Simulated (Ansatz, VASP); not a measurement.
# One calculation of Tl, two programs

```xyz
2
Lattice="3.5238 0.0000 0.0000 -1.7619 3.0517 0.0000 0.0000 0.0000 5.6334" Properties=species:S:1:pos:R:3 pbc="T T T"
Tl    1.7619    1.0172    4.2250
Tl    0.0000    2.0345    1.4083
```

Change from the starting cell: volume scaled by 1.06.

Alike in both runs: task single point; functional PBE; k mesh 9 × 9 × 5; occupations fermi-dirac, width 0.05 eV; no spin polarisation.

|  | VASP | Ansatz |
| --- | --- | --- |
| version | VASP 6.6.1 | Ansatz 0.2.0 |
| potentials or method | VASP PAW PBE potentials, release 64 (Tl_d), cutoff 520 eV | all-electron LAPW, scalar-relativistic |

Ansatz gave:

- gap on the k mesh at the Fermi level (eV): none
- pressure (GPa): 1.2
- largest component of the traceless stress (GPa): 0.62

Question: Which values does VASP return?

Answer: gap on the k mesh at the Fermi level (eV): none; pressure (GPa): 1.1; largest component of the traceless stress (GPa): 0.61.

A gap of «none» marks a metal or a gap that the smearing closes. Ansatz ran all-electron here, so the differences hold the error of VASP's frozen core and of both bases.

Spin-orbit coupling is left out, which matters for the levels of Tl.
